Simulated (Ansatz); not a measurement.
# AlP: the cost of one run

Program: Ansatz 0.2.0. PAW datasets, plane waves. Spin-unpolarised throughout; all numbers are computed.

### 1 The cell

The unstrained cell was relaxed with r2SCAN; in each strained cell the atoms were relaxed again with r2SCAN. Names of k-points are those of the unstrained zone, where strain can split equivalent points. First state: -2.0 % strain along [111] alone.

Space group R3m (No. 160), trigonal; a = 3.874 Å, c = 9.299 Å in the conventional setting, 20.14 Å³ an atom. Around Al lie 4 P at 2.34–2.36 Å; around P lie 4 Al at 2.34–2.36 Å.

Structure file:

```cif
data_structure
_symmetry_space_group_name_H-M 'R3m:H'
_symmetry_Int_Tables_number 160
_cell_length_a 3.8739
_cell_length_b 3.8739
_cell_length_c 9.2993
_cell_angle_alpha 90.000
_cell_angle_beta 90.000
_cell_angle_gamma 120.000
_cell_volume 120.86
loop_
_atom_site_label
_atom_site_type_symbol
_atom_site_symmetry_multiplicity
_atom_site_Wyckoff_symbol
_atom_site_fract_x
_atom_site_fract_y
_atom_site_fract_z
_atom_site_occupancy
Al1 Al 3 a 0.33333 0.66667 0.66560 1
P1 P 3 a 0.33333 0.66667 0.91773 1
```

From earlier runs on the unstrained cell: PBE 1.60 eV, r2SCAN 1.93 eV, HSE06 2.28 eV, G0W0 2.31 eV (on its mesh); a = 5.479 Å.

### 2 -2.0 % strain along [111] alone: PBE

Contents of input.yaml:

```yaml
crystal:
  lattice:
    - [-0.0365234294, 2.7027337786, 2.7027337786]
    - [2.7027337786, -0.0365234294, 2.7027337786]
    - [2.7027337786, 2.7027337786, -0.0365234294]
  atoms:
    - { symbol: Al, position: [-0.0010661854, -0.0010661854, -0.0010661854] }
    - { symbol: P, position: [0.2510661854, 0.2510661854, 0.2510661854] }
kpoints:
  mp_grid: { grid: [8, 8, 8] }
  band_path:
    path:
      - [0.0, 0.0, 0.0]
      - [-0.5, -0.5, 0.0]
      - [-0.375, -0.375, 0.25]
      - [-0.375, 0.0, 0.375]
      - [0.0, 0.0, 0.5]
      - [-0.5, -0.25, 0.25]
      - [0.0, 0.5, 0.5]
    npoints: 1
hamiltonian:
  xc: pbe
scf:
  occupations: { method: fermi_dirac, width: 0.02 }
  n_extra_bands: 4
output:
  forces: true
  stress: true
  eigenvalues: true
  write_density: true
  write_potential: true
  elf: true
  volumetric_format: npy
```

Launch:

```sh
ansatz run input.yaml --threads 4 --pin off --max-ram 4608MiB --backend cpu --events-out ev --progress --plain --runs-dir out
```

**Question.** How long does this run take on 4 threads of AMD EPYC (Zen 3), shared host, and how much memory does it need?

About 2.5 s, with a peak of 0.35 GiB.
